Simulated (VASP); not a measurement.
# Ta (Im-3m) in VASP: a series of runs

One crystal, Ta, is run at these levels: LDA; tasks: relaxation of cell and atoms.

Program: VASP 6.6.1. These are calculated values, not measurements. Logs are shortened: lines on timing, memory, paths and dates and some standing lists are left out, and cuts for length are marked.

**1. Starting point**

The structure is cubic, space group Im-3m (No. 229). Conventional cell: a = 3.303 Å, b = 3.303 Å, c = 3.303 Å, α = 90.00°, β = 90.00°, γ = 90.00°. Ta (site symmetry m-3m) has 8 Ta at 2.86 Å as nearest neighbours.

**2. Relaxation of cell and atoms, LDA**

The input, INCAR:

```
SYSTEM = Ta
  ALGO = Normal
  EDIFF = 1E-6
  EDIFFG = -0.01
  ENCUT = 600
  IBRION = 2
  ISIF = 3
  ISMEAR = 1
  LASPH = .TRUE.
  LCHARG = .FALSE.
  LREAL = .FALSE.
  LWAVE = .FALSE.
  NELM = 80
  NSW = 90
  PREC = Accurate
  SIGMA = 0.1
```

The input, KPOINTS:

```
k-points
0
G
  16 16 16
  0 0 0
```

The input, POSCAR:

```
Ta
1.0
   -1.6512800000      1.6512800000      1.6512800000
    1.6512800000     -1.6512800000      1.6512800000
    1.6512800000      1.6512800000     -1.6512800000
Ta
1
Direct
    0.0000000000      0.0000000000      0.0000000000
```

Potentials or basis: VASP PAW LDA potentials, release 64 (Ta_pv).

On the command line:

```sh
cat potpaw_LDA.64/Ta_pv/POTCAR > POTCAR
mpirun -np 1 vasp_std > vasp.out
```

OUTCAR:

```text
SYSTEM = Ta
   EDIFF = 1E-6
   EDIFFG = -0.01
   ENCUT = 600
   IBRION = 2
   ISIF = 3
   ISMEAR = 1
   LASPH = .TRUE.
   LREAL = .FALSE.
   NELM = 80
   NSW = 90
   PREC = Accurate

 ion  position               nearest neighbor table
   1  0.000  0.000  0.000-

  LATTYP: Found a body centered cubic cell.
 ALAT       =     3.3025600000

  Lattice vectors:

 A1 = (  -1.6512800000,   1.6512800000,   1.6512800000)
 A2 = (   1.6512800000,  -1.6512800000,   1.6512800000)
 A3 = (   1.6512800000,   1.6512800000,  -1.6512800000)

Analysis of symmetry for initial positions (statically):
=====================================================================
 Subroutine PRICEL returns:
 Original cell was already a primitive cell.

 Routine SETGRP: Setting up the symmetry group for a
 body centered cubic supercell.

 Subroutine GETGRP returns: Found 48 space group operations
 (whereof 48 operations were pure point group operations)
 out of a pool of 48 trial point group operations.

The static configuration has the point symmetry O_h .

Analysis of symmetry for dynamics (positions and initial velocities):
=====================================================================
 Subroutine PRICEL returns:
 Original cell was already a primitive cell.

 Routine SETGRP: Setting up the symmetry group for a
 body centered cubic supercell.

 Subroutine GETGRP returns: Found 48 space group operations
 (whereof 48 operations were pure point group operations)
 out of a pool of 48 trial point group operations.

The dynamic configuration has the point symmetry O_h .

 Subroutine INISYM returns: Found 48 space group operations
 (whereof 48 operations are pure point group operations),
 and found     1 'primitive' translations

----------------------------------------------------------------------------------------

                                     Primitive cell

  volume of cell :      18.0104

  direct lattice vectors                    reciprocal lattice vectors
    -1.651280000  1.651280000  1.651280000     0.000000000  0.302795407  0.302795407
     1.651280000 -1.651280000  1.651280000     0.302795407  0.000000000  0.302795407
     1.651280000  1.651280000 -1.651280000     0.302795407  0.302795407  0.000000000

  length of vectors
     2.860100858  2.860100858  2.860100858     0.428217371  0.428217371  0.428217371

  position of ions in fractional coordinates (direct lattice)
     0.000000000  0.000000000  0.000000000

  ion indices of the primitive-cell ions
   primitive index   ion index
                 1           1

----------------------------------------------------------------------------------------

 KPOINTS: k-points

Automatic generation of k-mesh.
 Grid dimensions read from file:
 generate k-points for:   16   16   16

 Generating k-lattice:

  Cartesian coordinates                     Fractional coordinates (reciprocal lattice)
     0.000000000  0.018924713  0.018924713     0.062500000  0.000000000  0.000000000
     0.018924713  0.000000000  0.018924713     0.000000000  0.062500000  0.000000000
     0.018924713  0.018924713  0.000000000     0.000000000  0.000000000  0.062500000

  Length of vectors
     0.026763586  0.026763586  0.026763586

  Shift w.r.t. Gamma in fractional coordinates (k-lattice)
     0.000000000  0.000000000  0.000000000

 Subroutine IBZKPT returns following result:
 ===========================================

 Found    145 irreducible k-points:

 Following reciprocal coordinates:
            Coordinates               Weight
  0.000000  0.000000  0.000000      1.000000
  0.062500  0.000000  0.000000     12.000000
  0.125000  0.000000  0.000000     12.000000
  0.187500  0.000000  0.000000     12.000000
  0.250000  0.000000  0.000000     12.000000
  0.312500  0.000000  0.000000     12.000000
[... 16 lines left out ...]
  0.187500  0.187500  0.000000     24.000000
  0.250000  0.187500  0.000000     48.000000
 [... further k-points ...]
   k-points           NKPTS =    145   k-points in BZ     NKDIM =    145   number of bands    NBANDS=      9
   number of dos      NEDOS =    301   number of ions     NIONS =      1
   total plane-waves  NPLWV =  13824
   dimension x,y,z NGX =    24 NGY =   24 NGZ =   24
   dimension x,y,z NGXF=    48 NGYF=   48 NGZF=   48
   ions per type =               1
   NGX,Y,Z   is equivalent  to a cutoff of  13.95, 13.95, 13.95 a.u.
   NGXF,Y,Z  is equivalent  to a cutoff of  27.90, 27.90, 27.90 a.u.
 SYSTEM =  Ta
   PREC   = accura    normal or accurate (medium, high low for compatibility)
   ISTART =      0    job   : 0-new  1-cont  2-samecut
   ICHARG =      2    charge: 1-file 2-atom 10-const
   ISPIN  =      1    spin polarized calculation?
   LNONCOLLINEAR =      F non collinear calculations
   LSORBIT =      F    spin-orbit coupling
   LASPH  =      T    aspherical Exc in radial PAW
   ENCUT  =  600.0 eV  44.10 Ry    6.64 a.u.   5.71  5.71  5.71*2*pi/ulx,y,z
   NELM   =     80;   NELMIN=  2; NELMDL= -5     # of ELM steps
   EDIFF  = 0.1E-05   stopping-criterion for ELM
   LREAL  =      F    real-space projection
   EDIFFG = -.1E-01   stopping-criterion for IOM
   NSW    =     90    number of steps for IOM
   IBRION =      2    ionic relax: 0-MD 1-quasi-New 2-CG
   NFREE  =      1    steps in history (QN), initial steepest desc. (CG)
   ISIF   =      3    stress and relaxation
   ISYM   =      2    0-nonsym 1-usesym 2-fastsym
   POTIM  = 0.5000    time-step for ionic-motion
   TEBEG  =    0.0;   TEEND  =   0.0 temperature during run
   PSTRESS=    0.0 pullay stress
   NELECT =      11.0000    total number of electrons
   NUPDOWN=      -1.0000    fix difference up-down
   EMIN   =  10.00;   EMAX   =-10.00  energy-range for DOS
   EFERMI =   0.00;   METHOD = LEGACY
   ISMEAR =     1;   SIGMA  =   0.10  broadening in eV -4-tet -1-fermi 0-gaus
   EFERMI_NEDOS =   21; number of points for ismear=-14 and -15
   IALGO  =     38    algorithm
   IMIX   =      4    mixing-type and parameters
     AMIX     =   0.40;   BMIX     =  1.00
     AMIX_MAG =   1.60;   BMIX_MAG =  1.00
  volume/ion in A,a.u.               =      18.01       121.54
  Fermi-wavevector in a.u.,A,eV,Ry     =   1.388988  2.624806 26.249534  1.929286
  Thomas-Fermi vector in A             =   2.513061
   LORBIT       =      0    0 simple, 1 ext, 2 COOP (PROOUT), +10 PAW based schemes
   GGA     = CA    functional components
   LHFCALC =     F    Hartree Fock is set to
   AEXX    =    0.0000 exact exchange contribution
   IVDW    =     0    specifies the selected vdW correction
   LEPSILON=     F    determine dielectric tensor
   LRPA    =     F    only Hartree local field effects (RPA)
 conjugate gradient relaxation of ions
 non-spin polarized calculation
 Methfessel and Paxton  Order N= 1 SIGMA  =   0.10
  energy-cutoff  :      600.00
  volume of cell :       18.01
 maximum number of plane-waves:       616
   NGX = 11   NGY = 11   NGZ = 11

--------------------------------------- Ionic step        1  -------------------------------------------

 number of electron      11.0000002 magnetization

 Free energy of the ion-electron system (eV)
  ---------------------------------------------------
  ext. energy  EPLUGINS =         0.00000000
  ---------------------------------------------------
  free energy    TOTEN  =       -12.80387131 eV

  energy without entropy =      -12.80275711  energy(sigma->0) =      -12.80349991

------------------------ aborting loop because EDIFF is reached ----------------------------------------

  FORCE on cell =-STRESS in cart. coord.  units (eV):
  Direction    XX          YY          ZZ          XY          YZ          ZX
  --------------------------------------------------------------------------------------
  -------------------------------------------------------------------------------------
  Total       -0.9266474     -0.9266474     -0.9266474     -0.0000000      0.0000000     -0.0000000
  in kB      -82.4333523    -82.4333523    -82.4333523     -0.0000000      0.0000000     -0.0000000
  external PRESSURE =     -82.4333523 kB  Pullay stress =       0.0000000 kB
[... 90 lines left out ...]
  energy  without entropy=      -12.8230905557  energy(sigma->0) =      -12.82353081

--------------------------------------- Ionic step        4  -------------------------------------------

 number of electron      11.0000000 magnetization

 Free energy of the ion-electron system (eV)
  ---------------------------------------------------
  ext. energy  EPLUGINS =         0.00000000
  ---------------------------------------------------
  free energy    TOTEN  =       -12.82377594 eV

  energy without entropy =      -12.82313413  energy(sigma->0) =      -12.82356201

 E-fermi :   5.7388     XC(G=0): -13.0106

 val. band max:        5.7272105338   @ k =  -0.4375   0.4375   0.1875
 cond. band min:       5.7409059453   @ k =  -0.4375   0.4375   0.1250
 fundamental gap:      0.0136954115
 Fermi energy:         5.7387956983

 k-point     1 :       0.0000    0.0000    0.0000
  band No.  band energies     occupation
      1     -26.9758      2.00000
      2     -26.9758      2.00000
      3     -26.9758      2.00000
      4      -2.2454      2.00000
      5       6.4234     -0.00000
      6       6.4234     -0.00000
      7       6.4234     -0.00000
      8       9.8338      0.00000
      9       9.8338      0.00000
[... 265 lines left out ...]
 k-point    24 :       0.2500    0.1875    0.0000
  band No.  band energies     occupation
      1     -28.0575      2.00000
      2     -27.4238      2.00000
      3     -27.0954      2.00000
      4       2.0348      2.00000
      5       4.3954      2.00000
      6       5.1464      2.00000
      7       9.1635      0.00000
      8      10.7529      0.00000
      9      12.8269      0.00000

 [... further k-points ...]

------------------------ aborting loop because EDIFF is reached ----------------------------------------

  FORCE on cell =-STRESS in cart. coord.  units (eV):
  Direction    XX          YY          ZZ          XY          YZ          ZX
  --------------------------------------------------------------------------------------
  -------------------------------------------------------------------------------------
  Total       -0.0054946     -0.0054946     -0.0054946      0.0000000      0.0000000     -0.0000000
  in kB       -0.5097871     -0.5097871     -0.5097871      0.0000000      0.0000000     -0.0000000
  external PRESSURE =      -0.5097871 kB  Pullay stress =       0.0000000 kB
[... 16 lines left out ...]
  FREE ENERGIE OF THE ION-ELECTRON SYSTEM (eV)
  ---------------------------------------------------
  free  energy   TOTEN  =       -12.8237759442 eV

  energy  without entropy=      -12.8231341335  energy(sigma->0) =      -12.82356201

 reached required accuracy - stopping structural energy minimisation
```

It took 27 s on 1 thread of Intel Xeon Platinum 8375C at 2.90GHz (Ice Lake), shared host; peak memory 0.17 GiB.

Results:

```
Free energy                            : -12.8238 eV
Relaxed volume                         : 17.27 Å³/atom
Relaxed cell                           : a = 2.820 Å, b = 2.820 Å, c = 2.820 Å, α = 109.47°, β = 109.47°, γ = 109.47°
Space group after relaxing (to 0.05 Å) : Im-3m (No. 229)
Energy gained by relaxing              : 19.9 meV/atom
Ionic steps                            : 4
Pressure after relaxing                : -0.1 GPa
Band gap on the k mesh                 : none (metal or under the smearing width)
```

The path:
```csv
step,energy change (eV),largest force (eV/Å),pressure (GPa),volume (Å³)
1,0.0000,0.0000,-8.24,18.01
2,0.0906,0.0000,24.48,15.70
3,-0.0199,0.0000,-0.32,17.29
4,-0.0199,0.0000,-0.05,17.27
```

Final structure:
```cif
data_structure
_symmetry_space_group_name_H-M 'P 1'
_symmetry_Int_Tables_number 1
_cell_length_a 2.8203
_cell_length_b 2.8203
_cell_length_c 2.8203
_cell_angle_alpha 109.471
_cell_angle_beta 109.471
_cell_angle_gamma 109.471
_cell_volume 17.27
loop_
_atom_site_label
_atom_site_type_symbol
_atom_site_fract_x
_atom_site_fract_y
_atom_site_fract_z
_atom_site_occupancy
Ta1 Ta 0.00000 0.00000 0.00000 1
```

The run has no spin-orbit coupling, so splittings on Ta are missing. Zero-point motion and thermal expansion aren't in these numbers.

**3. Relaxation of cell and atoms, LDA**

This run uses another cell than the first one, of 17.27 Å³/atom, 0.959 times its volume.

INCAR, as its differences from that of step 2:

```diff
@@ -2,4 +2,4 @@
   ALGO = Normal
-  EDIFF = 1E-6
-  EDIFFG = -0.01
+  EDIFF = 1E-7
+  EDIFFG = -0.005
   ENCUT = 600
```

KPOINTS is that of step 2.

The input, POSCAR:

```
Ta                                      
1.0
   -1.6282913206      1.6282913206      1.6282913206
    1.6282913206     -1.6282913206      1.6282913206
    1.6282913206      1.6282913206     -1.6282913206
  Ta            
     1
Direct
     1.0000000000000000    1.0000000000000000    1.0000000000000000
```

Potentials or basis: VASP PAW LDA potentials, release 64 (Ta_pv).

On the command line:

```sh
cat potpaw_LDA.64/Ta_pv/POTCAR > POTCAR
mpirun -np 1 vasp_std > vasp.out
```

OUTCAR:

```text
SYSTEM = Ta
   EDIFF = 1E-7
   EDIFFG = -0.005
   ENCUT = 600
   IBRION = 2
   ISIF = 3
   ISMEAR = 1
   LASPH = .TRUE.
   LREAL = .FALSE.
   NELM = 80
   NSW = 90
   PREC = Accurate

 ion  position               nearest neighbor table
   1  0.000  0.000  0.000-

  LATTYP: Found a body centered cubic cell.
 ALAT       =     3.2565826412

  Lattice vectors:

 A1 = (  -1.6282913206,   1.6282913206,   1.6282913206)
 A2 = (   1.6282913206,  -1.6282913206,   1.6282913206)
 A3 = (   1.6282913206,   1.6282913206,  -1.6282913206)

Analysis of symmetry for initial positions (statically):
=====================================================================
 Subroutine PRICEL returns:
 Original cell was already a primitive cell.

 Routine SETGRP: Setting up the symmetry group for a
 body centered cubic supercell.

 Subroutine GETGRP returns: Found 48 space group operations
 (whereof 48 operations were pure point group operations)
 out of a pool of 48 trial point group operations.

The static configuration has the point symmetry O_h .

Analysis of symmetry for dynamics (positions and initial velocities):
=====================================================================
 Subroutine PRICEL returns:
 Original cell was already a primitive cell.

 Routine SETGRP: Setting up the symmetry group for a
 body centered cubic supercell.

 Subroutine GETGRP returns: Found 48 space group operations
 (whereof 48 operations were pure point group operations)
 out of a pool of 48 trial point group operations.

The dynamic configuration has the point symmetry O_h .

 Subroutine INISYM returns: Found 48 space group operations
 (whereof 48 operations are pure point group operations),
 and found     1 'primitive' translations

----------------------------------------------------------------------------------------

                                     Primitive cell

  volume of cell :      17.2686
[... 112 lines left out ...]
   GGA     = CA    functional components
   LHFCALC =     F    Hartree Fock is set to
   AEXX    =    0.0000 exact exchange contribution
   IVDW    =     0    specifies the selected vdW correction
   LEPSILON=     F    determine dielectric tensor
   LRPA    =     F    only Hartree local field effects (RPA)
 conjugate gradient relaxation of ions
 non-spin polarized calculation
 Methfessel and Paxton  Order N= 1 SIGMA  =   0.10
  energy-cutoff  :      600.00
  volume of cell :       17.27
 maximum number of plane-waves:       603
   NGX = 11   NGY = 11   NGZ = 11

 number of electron      11.0000000 magnetization

 Free energy of the ion-electron system (eV)
  ---------------------------------------------------
  ext. energy  EPLUGINS =         0.00000000
  ---------------------------------------------------
  free energy    TOTEN  =       -12.82368335 eV

  energy without entropy =      -12.82304165  energy(sigma->0) =      -12.82346945

 E-fermi :   5.7388     XC(G=0): -13.0106

 val. band max:        5.7271774306   @ k =  -0.4375   0.4375   0.1875
 cond. band min:       5.7408960271   @ k =  -0.4375   0.4375   0.1250
 fundamental gap:      0.0137185965
 Fermi energy:         5.7387729927

 k-point     1 :       0.0000    0.0000    0.0000
  band No.  band energies     occupation
      1     -26.9760      2.00000
      2     -26.9760      2.00000
      3     -26.9760      2.00000
      4      -2.2453      2.00000
      5       6.4233     -0.00000
      6       6.4233     -0.00000
      7       6.4233     -0.00000
      8       9.8337      0.00000
      9       9.8337      0.00000
[... 265 lines left out ...]
 k-point    24 :       0.2500    0.1875    0.0000
  band No.  band energies     occupation
      1     -28.0577      2.00000
      2     -27.4240      2.00000
      3     -27.0956      2.00000
      4       2.0349      2.00000
      5       4.3954      2.00000
      6       5.1463      2.00000
      7       9.1634      0.00000
      8      10.7529      0.00000
      9      12.8269      0.00000

 [... further k-points ...]

------------------------ aborting loop because EDIFF is reached ----------------------------------------

  FORCE on cell =-STRESS in cart. coord.  units (eV):
  Direction    XX          YY          ZZ          XY          YZ          ZX
  --------------------------------------------------------------------------------------
  -------------------------------------------------------------------------------------
  Total       -0.0039110     -0.0039110     -0.0039110      0.0000000      0.0000000      0.0000000
  in kB       -0.3628644     -0.3628644     -0.3628644      0.0000000      0.0000000      0.0000000
  external PRESSURE =      -0.3628644 kB  Pullay stress =       0.0000000 kB

 VOLUME and BASIS-vectors are now :
 -----------------------------------------------------------------------------
  energy-cutoff  :      600.00
  volume of cell :       17.27
      direct lattice vectors                 reciprocal lattice vectors
    -1.628291321  1.628291321  1.628291321     0.000000000  0.307070359  0.307070359
     1.628291321 -1.628291321  1.628291321     0.307070359  0.000000000  0.307070359
     1.628291321  1.628291321 -1.628291321     0.307070359  0.307070359  0.000000000

 POSITION                                       TOTAL-FORCE (eV/Angst)
 -----------------------------------------------------------------------------------
      0.00000      0.00000      0.00000         0.000000      0.000000     -0.000000
 -----------------------------------------------------------------------------------
    total drift:                               -0.000000      0.000000      0.000000

  FREE ENERGIE OF THE ION-ELECTRON SYSTEM (eV)
  ---------------------------------------------------
  free  energy   TOTEN  =       -12.8236833542 eV

  energy  without entropy=      -12.8230416473  energy(sigma->0) =      -12.82346945

 reached required accuracy - stopping structural energy minimisation
```

OSZICAR:

```text
N       E                     dE             d eps       ncg     rms          rms(c)
DAV:   1     0.507707884406E+02    0.50771E+02   -0.71681E+03  2618   0.130E+03
DAV:   2    -0.125380996629E+02   -0.63309E+02   -0.62207E+02  3358   0.261E+02
DAV:   3    -0.132864029850E+02   -0.74830E+00   -0.71660E+00  3000   0.280E+01
DAV:   4    -0.132916148427E+02   -0.52119E-02   -0.52090E-02  3031   0.189E+00
DAV:   5    -0.132916518751E+02   -0.37032E-04   -0.37034E-04  2861   0.135E-01    0.144E+01
DAV:   6    -0.129342338037E+02    0.35742E+00   -0.37590E-01  2715   0.727E+00    0.698E+00
DAV:   7    -0.128257715761E+02    0.10846E+00   -0.29020E-01  2745   0.604E+00    0.380E-01
DAV:   8    -0.128237142514E+02    0.20573E-02   -0.42365E-03  2808   0.898E-01    0.981E-02
DAV:   9    -0.128236834308E+02    0.30821E-04   -0.10596E-04  2873   0.124E-01    0.273E-02
DAV:  10    -0.128236833768E+02    0.54059E-07   -0.34412E-06  3330   0.246E-02    0.316E-03
DAV:  11    -0.128236833542E+02    0.22543E-07   -0.97186E-08  1911   0.400E-03
   1 F= -.12823683E+02 E0= -.12823469E+02  d E =-.128237E+02
```

Wall time 11 s (1 thread of Intel Xeon Platinum 8375C at 2.90GHz (Ice Lake), shared host); peak memory 0.15 GiB.

Results:

```yaml
Free_energy: -12.8237 eV
Pressure_after_relaxing: 0.0 GPa
Band_gap_on_the_k_mesh: none (metal or under the smearing width)
```

Final structure:
```cif
data_structure
_symmetry_space_group_name_H-M 'P 1'
_symmetry_Int_Tables_number 1
_cell_length_a 2.8203
_cell_length_b 2.8203
_cell_length_c 2.8203
_cell_angle_alpha 109.471
_cell_angle_beta 109.471
_cell_angle_gamma 109.471
_cell_volume 17.27
loop_
_atom_site_label
_atom_site_type_symbol
_atom_site_fract_x
_atom_site_fract_y
_atom_site_fract_z
_atom_site_occupancy
Ta1 Ta 0.00000 0.00000 0.00000 1
```

Caveat: the relaxation stopped at its first step, so nothing moved. The run has no spin-orbit coupling, so splittings on Ta are missing.
